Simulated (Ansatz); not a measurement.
PbS in the rocksalt structure, relaxed with r2SCAN in Ansatz 0.2.0: space group Fm-3m (No. 225), cubic; conventional cell a = 5.974 Å, 26.66 Å³ an atom. Around Pb lie 6 S at 2.99 Å; around S lie 6 Pb at 2.99 Å. The cell was then strained (x, y and z are the cube axes), with the atoms relaxed again; stress is positive in compression. The values are computed, spin-unpolarised, and not measurements.

- Uniaxial -0.5 % along x, other directions held: r2SCAN's stress changes by +0.71 GPa along the strain and +0.09 GPa across it.
- Isotropic +1.5 % on every length: the pressure changes by -2.35 GPa.
- Epitaxial strain of +1.0 % in the (001) plane: the free normal strain is -0.26 % and the in-plane stress changes by -1.42 GPa.
- Uniaxial strain of +0.5 % along [111], atoms relaxed: the xy stress changes by -0.069 GPa.

**Question.** Estimate C₁₁, C₁₂ and the bulk modulus from the uniaxial step.

**Answer.** With compression positive, C₁₁ ≈ −Δσ∥/ε = (-0.71)/(-0.0050) = 142 GPa and C₁₂ ≈ (-0.09)/(-0.0050) = 18 GPa; B = (C₁₁ + 2C₁₂)/3 = 59 GPa. A one-sided step carries third-order terms: it reads high by some per cent.

**Question.** What bulk modulus does the isotropic step give?

**Answer.** Δ ln V = 3 ln(1.0150) = +0.0447, so B ≈ −ΔP/Δ ln V = 53 GPa, against 59 GPa from C₁₁ and C₁₂; one-sided steps of finite size carry third-order terms.

**Question.** What do the film's normal strain and stress say about the elastic constants?

**Answer.** ε⊥/ε∥ = (-0.0026)/(+0.0100) = -0.26, which linear elasticity sets to −2C₁₂/C₁₁ = -0.25 from the uniaxial step. The biaxial modulus is M = −Δσ/ε∥ = 142 GPa (C₁₁ + C₁₂ − 2C₁₂²/C₁₁ = 155 GPa).

**Question.** How much elastic energy does the film store, with 26.66 Å³ an atom?

**Answer.** u = M ε∥² = −Δσ ε∥ = +1.42 × (+0.0100) = 0.0142 GPa, and 1 GPa Å³ is 6.2415 meV: 2.36 meV an atom. The total energies of the two runs differ by 2.43 meV an atom.

**Question.** Estimate C₄₄.

**Answer.** A strain ε along [111] has ε_xy = ε/3 = +0.00167, an engineering shear of 2ε/3, so C₄₄ ≈ −Δσ_xy/(2ε/3) = 21 GPa, atoms relaxed.
